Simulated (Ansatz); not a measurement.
# Rb: the cost of one run

Program: Ansatz 0.2.0. Level of theory: DFT PBE, scalar-relativistic, plane waves, PAW. These are calculated values, not measurements.

1 further run of the same task is left out (set aside as unsound or not needed).

### 1 The structure to begin with

Symmetry: P6_3/mmc, No. 194, hexagonal system. The conventional cell has a = 5.457 Å, b = 5.457 Å, c = 18.074 Å, α = 90.00°, β = 90.00°, γ = 120.00°.

Structure file:

```xyz
4
Lattice="5.4573 0.0000 0.0000 -2.7287 4.7262 0.0000 0.0000 0.0000 18.0736" Properties=species:S:1:pos:R:3 pbc="T T T"
Cs    0.0000    0.0000    0.0000
Cs    0.0000    3.1508    4.5184
Cs    0.0000    0.0000    9.0368
Cs    2.7287    1.5754   13.5552
```

It goes back to an entry of the Materials Project, which need not be the stable form.

This cell was relaxed beforehand with the same method: volume 116.54 Å³/atom, gap on the mesh none (metal).

### 2 Cs → Rb: the starting cell

The start of Rb: fractional positions of relaxed Cs, cell scaled by 0.928, a guess from tabulated radii.

### 3 Probe: one point at the start (Rb)

input.yaml reads:

```yaml
crystal:
  lattice:
    - [5.0642142385, 0.0, 0.0]
    - [-2.5321071193, 4.3857381808, 0.0]
    - [0.0, 0.0, 16.7716316738]
  atoms:
    - { symbol: Rb, position: [0.0, 0.0, 0.0] }
    - { symbol: Rb, position: [0.3333333333, 0.6666666667, 0.25] }
    - { symbol: Rb, position: [0.0, 0.0, 0.5] }
    - { symbol: Rb, position: [0.6666666667, 0.3333333333, 0.75] }
basis:
  ecutwfc: 420
kpoints:
  mp_grid: { grid: [6, 6, 1] }
hamiltonian:
  xc: pbe
scf:
  occupations: { method: gaussian, width: 0.1 }
output:
  forces: true
  stress: true
  eigenvalues: true
```

Launch:

```console
ansatz run input.yaml --threads 1 --pin off --max-ram 2560MiB --backend cpu --events-out ev --progress --plain --runs-dir out
```

**Question.** How long does this run take on 1 thread of Arm Neoverse V2, shared host, and how much memory does it need?

About 2.7 s, with a peak of 0.44 GiB.
